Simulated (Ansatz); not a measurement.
# Vibrational response of KCl at -1.4 GPa

Method: Ansatz 0.2.0, DFT LDA, scalar-relativistic, plane waves, PAW. Settings: 420 eV plane-wave cutoff, Γ-centred 6×6×6 mesh, fixed occupations. No spin polarisation. Phonons by linear response, acoustic sum rule imposed.

The cell is fixed (symmetry leaves no force on the atoms) and stands under -1.4 GPa:
```yaml
crystal:
  lattice:
    - [0.00000, 3.53410, 3.53410]
    - [3.53410, 0.00000, 3.53410]
    - [3.53410, 3.53410, 0.00000]
  atoms:
    - { symbol: K, position: [0.00000, 0.00000, 0.00000] }
    - { symbol: Cl, position: [0.25000, 0.25000, 0.25000] }
```

The cell is the ideal cubic zincblende prototype; this isn't the usual structure of the compound.

(1) Give the high-frequency dielectric tensor ε∞.

(2) Give the Born effective charges.

(3) How large is the static dielectric tensor with the ions free to move, and what share of it is ionic?

Answers

(1)
```
1.94 0.00 0.00
0.00 1.94 0.00
0.00 0.00 1.94
```

(2)
| atom | Z*xx | Z*yy | Z*zz | mean |
| --- | --- | --- | --- | --- |
| K (atom 1) | 1.04 | 1.04 | 1.04 | 1.04 |
| Cl (atom 2) | -1.04 | -1.04 | -1.04 | -1.04 |

(3)
```
3.8 0.0 0.0
0.0 3.8 0.0
0.0 0.0 3.8
```
The ions give 49 % of its trace.

Cost: 1 run of about 3.2 core-minutes, on Intel Xeon Processor @ 2.50GHz (Skylake/Cascade Lake) (shared hosts).